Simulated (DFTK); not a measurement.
Runs of DFTK 0.8.2 on BN. Symmetry: F-43m, No. 216, cubic system. The conventional cell has a = 3.626 Å, b = 3.626 Å, c = 3.626 Å, α = 90.00°, β = 90.00°, γ = 90.00°. Around N (site symmetry -43m) lie 4 B at 1.57 Å. B (site symmetry -43m) is surrounded by 4 N at 1.57 Å. The cell is a database's computed one.

```csv
task,level,potentials or basis,k mesh,cutoff (eV),SCF solver,mesh quality,gap on the mesh (eV),pressure (GPa)
band structure,PBEsol,SPMS 1.0 (PBE),13 × 13 × 13,1225,-,not flagged,(b),-6.0
band structure,BJ06,SG15 1.2 (PBE),12 × 12 × 12,1225,ScfAndersonSolver,not flagged,4.82,-
band structure,LDA,"cp2k.nc.sr.lda.v0_1.largecore.gth (LDA, GTH)",13 × 13 × 13,2231,-,not flagged,(a),-15.6
band structure,r2SCAN,"cp2k.nc.sr.pbe.v0_1.semicore.gth (PBE, GTH)",10 × 10 × 10,2884,-,not flagged,4.89,-3.2
```

Alike in all rows: no spin polarisation; cell as given; smearing fermi-dirac 0.05 eV.

Question: Estimate the missing entries.

Answer: (a) 4.43; (b) 4.38.

Caveats: the potentials were made for another functional, which shifts forces and pressure (some runs); GTH potentials come without recommended cutoffs, and this one wasn't checked for convergence (some runs); the program leaves the constant c of mgga_x_tb09 at 1, so the potential is Becke-Johnson's (BJ06) and not Tran and Blaha's, with levels but no total energy (some runs); so large a pressure means that the cell lies far from this level's equilibrium, or that cutoff or potentials fall short (some runs).

A k mesh can miss the band edges.
